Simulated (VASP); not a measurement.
# Al (P-1) in VASP: single point with PBEsol+D3(BJ)

Aim: the single point of Al with PBEsol+D3(BJ).

Program: VASP 6.6.1. These are calculated values, not measurements. Logs are shortened: lines on timing, memory, paths and dates and some standing lists are left out, and cuts for length are marked.

## (1) The cell of the first run

The typed cell holds 1 atom: a = 2.865 Å, b = 2.838 Å, c = 2.800 Å, α = 61.09°, β = 61.16°, γ = 61.93°.

## (2) Single point, PBEsol+D3(BJ), collinear spin, typed start (cell strained at random at fixed volume)

INCAR reads:

```
  ALGO = Normal
  EDIFF = 1E-6
  ENCUT = 520
  GGA = PS
  ISIF = 2
  ISMEAR = -1
  ISPIN = 2
  IVDW = 12
  LASPH = T
  LCHARG = T
  LELF = T
  LORBIT = 11
  LREAL = F
  LVHAR = T
  LWAVE = F
  MAGMOM = 0.5
  NBANDS = 12
  NELM = 150
  PREC = Accurate
  SIGMA = 0.01
```

KPOINTS reads:

```
k-points
0
Gamma
  11 11 11
```

POSCAR reads:

```
Al
1.0
   -0.0633630000      2.0305500000      2.0206190000
    2.0083950000     -0.0479950000      2.0052510000
    1.9762620000      1.9830490000     -0.0158610000
Al
1
Direct
    0.0000000000      0.0000000000      0.0000000000
```

Potentials or basis: VASP PAW PBE potentials, release 64 (Al).

Run with:

```console
$ cat potpaw_PBE.64/Al/POTCAR > POTCAR
$ mpirun -np 1 vasp_std > vasp.out
```

OUTCAR:

```text
EDIFF = 1E-6
   ENCUT = 520
   GGA = PS
   ISIF = 2
   ISMEAR = -1
   ISPIN = 2
   IVDW = 12
   LASPH = T
   LORBIT = 11
   LREAL = F
   NELM = 150
   PREC = Accurate
 IVDW          = 12

 ion  position               nearest neighbor table
   1  0.000  0.000  0.000-

  LATTYP: Found a triclinic cell.
 ALAT       =     4.8558828201
 B/A-ratio  =     0.5845451949
 C/A-ratio  =     0.5936374180
 COS(alpha) =     0.0018330901
 COS(beta)  =     0.2846129777
 COS(gamma) =     0.8632971379

  Lattice vectors:

 A1 = (   3.9846570000,   1.9350540000,   1.9893900000)
 A2 = (   2.0083950000,  -0.0479950000,   2.0052510000)
 A3 = (   2.0396250000,  -0.0475010000,  -2.0364800000)

Analysis of symmetry for initial positions (statically):
=====================================================================
 Subroutine PRICEL returns:
 Original cell was already a primitive cell.

 Routine SETGRP: Setting up the symmetry group for a
 triclinic supercell.

 Subroutine GETGRP returns: Found  2 space group operations
 (whereof  2 operations were pure point group operations)
 out of a pool of  2 trial point group operations.

The static configuration has the point symmetry S_2 .

Analysis of symmetry for dynamics (positions and initial velocities):
=====================================================================
 Subroutine PRICEL returns:
 Original cell was already a primitive cell.

 Routine SETGRP: Setting up the symmetry group for a
 triclinic supercell.

 Subroutine GETGRP returns: Found  2 space group operations
 (whereof  2 operations were pure point group operations)
 out of a pool of  2 trial point group operations.

The dynamic configuration has the point symmetry S_2 .

Analysis of structural, dynamic, and magnetic symmetry:
=====================================================================
 Subroutine PRICEL returns:
 Original cell was already a primitive cell.

 Routine SETGRP: Setting up the symmetry group for a
 triclinic supercell.

 Subroutine GETGRP returns: Found  2 space group operations
 (whereof  2 operations were pure point group operations)
 out of a pool of  2 trial point group operations.

The overall configuration has the point symmetry S_2 .

 Subroutine INISYM returns: Found  2 space group operations
 (whereof  2 operations are pure point group operations),
 and found     1 'primitive' translations

----------------------------------------------------------------------------------------

                                     Primitive cell

  volume of cell :      16.6027

  direct lattice vectors                    reciprocal lattice vectors
    -0.063363000  2.030550000  2.020619000    -0.239463514  0.240608311  0.245597843
[... 128 lines left out ...]
  ext. energy  EPLUGINS =         0.00000000
  ---------------------------------------------------
  free energy    TOTEN  =        -4.09365524 eV

  energy without entropy =       -4.09353925  energy(sigma->0) =       -4.09359724

 E-fermi :   7.9282     XC(G=0): -10.2335

 val. band max:        7.9232579568   @ k =   0.2727  -0.4545   0.3636
 cond. band min:       7.9336685488   @ k =   0.3636  -0.1818   0.3636
 fundamental gap:      0.0104105921
 Fermi energy:         7.9281544707

 spin component 1

 k-point     1 :       0.0000    0.0000    0.0000
  band No.  band energies     occupation
      1      -3.2035      1.00000
      2      19.6761      0.00000
      3      20.4116      0.00000
      4      21.0180      0.00000
      5      21.2267      0.00000
      6      21.7018      0.00000
      7      22.6926      0.00000
      8      24.6556      0.00000
      9      27.1456      0.00000
     10      27.3008      0.00000
     11      30.1396      0.00000
     12      32.2325      0.00000
[... 333 lines left out ...]
      1       3.6209      1.00000
      2       4.1919      1.00000
      3      13.1752      0.00000
      4      16.7877      0.00000
      5      18.4776      0.00000
      6      24.3653      0.00000
      7      26.2167      0.00000
      8      28.2099      0.00000
      9      29.3000      0.00000
     10      31.9464      0.00000
     11      37.8581      0.00000
     12      41.0911      0.00000

 [... further k-points ...]

 spin component 2

 k-point     1 :       0.0000    0.0000    0.0000
  band No.  band energies     occupation
      1      -3.2035      1.00000
      2      19.6762      0.00000
      3      20.4116      0.00000
      4      21.0180      0.00000
      5      21.2267      0.00000
      6      21.7018      0.00000
      7      22.6925      0.00000
      8      24.6557      0.00000
      9      27.1455      0.00000
     10      27.3008      0.00000
     11      30.1395      0.00000
     12      32.2325      0.00000
[... 333 lines left out ...]
      1       3.6209      1.00000
      2       4.1919      1.00000
      3      13.1752      0.00000
      4      16.7877      0.00000
      5      18.4777      0.00000
      6      24.3652      0.00000
      7      26.2167      0.00000
      8      28.2099      0.00000
      9      29.3000      0.00000
     10      31.9463      0.00000
     11      37.8581      0.00000
     12      41.0911      0.00000

 [... further k-points ...]

------------------------ aborting loop because EDIFF is reached ----------------------------------------

 Edisp (eV)   -0.31539

 E8    (eV) :    -0.2124

  FORCE on cell =-STRESS in cart. coord.  units (eV):
  Direction    XX          YY          ZZ          XY          YZ          ZX
  --------------------------------------------------------------------------------------
  -------------------------------------------------------------------------------------
  Total      -0.49208    -0.52172    -0.47898     0.25873    -0.05879     0.11950
  in kB     -47.48658   -50.34680   -46.22163    24.96766    -5.67373    11.53220
  external pressure =      -48.02 kB  Pullay stress =        0.00 kB

 VOLUME and BASIS-vectors are now :
 -----------------------------------------------------------------------------
  energy-cutoff  :      520.00
  volume of cell :       16.60
      direct lattice vectors                 reciprocal lattice vectors
    -0.063363000  2.030550000  2.020619000    -0.239463514  0.240608311  0.245597843
     2.008395000 -0.047995000  2.005251000     0.243284769 -0.240458398  0.249269186
     1.976262000  1.983049000 -0.015861000     0.251087639  0.252082522 -0.245447805

 POSITION                                       TOTAL-FORCE (eV/Angst)
 -----------------------------------------------------------------------------------
      0.00000      0.00000      0.00000        -0.000000     -0.000000     -0.000000
 -----------------------------------------------------------------------------------
    total drift:                               -0.000000      0.000000      0.000000

  FREE ENERGIE OF THE ION-ELECTRON SYSTEM (eV)
  ---------------------------------------------------
  free  energy   TOTEN  =        -4.4090436089 eV

  energy  without entropy=       -4.4089276205  energy(sigma->0) =       -4.40898561

 total charge

# of ion       s       p       d       tot
------------------------------------------
    1        0.432   0.336   0.000   0.768

 magnetization (x)

# of ion       s       p       d       tot
------------------------------------------
    1        0.000   0.000   0.000   0.000
```

Wall time 2.3 min (1 thread of Intel Xeon Platinum 8488C (Sapphire Rapids), shared host); peak memory 0.29 GiB.

Results:

```
Free energy                                           : -4.4090 eV
Pressure                                              : -4.8 GPa
Band gap on the k mesh                                : none (metal or under the smearing width)
Net moment                                            : 0.00 μB per cell
Valence electrons inside the program's atomic spheres : Al 0.77
Dispersion energy per atom                            : -0.315 eV
```

Caveat: the PAW data sets were made with another functional, which shifts forces and pressure a little; pairwise dispersion overbinds metals, which lowers pressure and volume.
